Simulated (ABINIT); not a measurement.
Ca:

```
CELL_PARAMETERS angstrom
0.00000 2.79420 2.79420
2.79420 0.00000 2.79420
2.79420 2.79420 0.00000
ATOMIC_POSITIONS crystal
Ca 0.00000 0.00000 0.00000
```

- Program: ABINIT 10.8.3 (patched build)
- Task: single point
- Functional: PBE
- Potentials or basis: JTH PAW PBE v2.0
- Cutoff: 517 eV
- k mesh: 8 × 8 × 8
- Occupations: fermi-dirac, width 0.05 eV
- Spin: no spin polarisation

On this cell: pressure -0.7 GPa; band gap on the k mesh none (metal or under the smearing width).

The same run follows on a disturbed copy (cell strained at random at fixed volume):

```
Ca
1.0
     0.02261    2.80956    2.74477
     2.75250    0.03962    2.72775
     2.84984    2.88989   -0.05772
Ca
1
Direct
  0.99927 0.00324 0.99894
```

Question: What changes?

Answer: The energy (extrapolated to zero smearing) moves by +4.9 meV/atom; pressure -0.7 GPa; band gap on the k mesh none (metal or under the smearing width).

Stress tensor (GPa, compression positive):
```
-0.69 -0.61  0.41
-0.61 -0.79  0.26
 0.41  0.26 -0.65
```
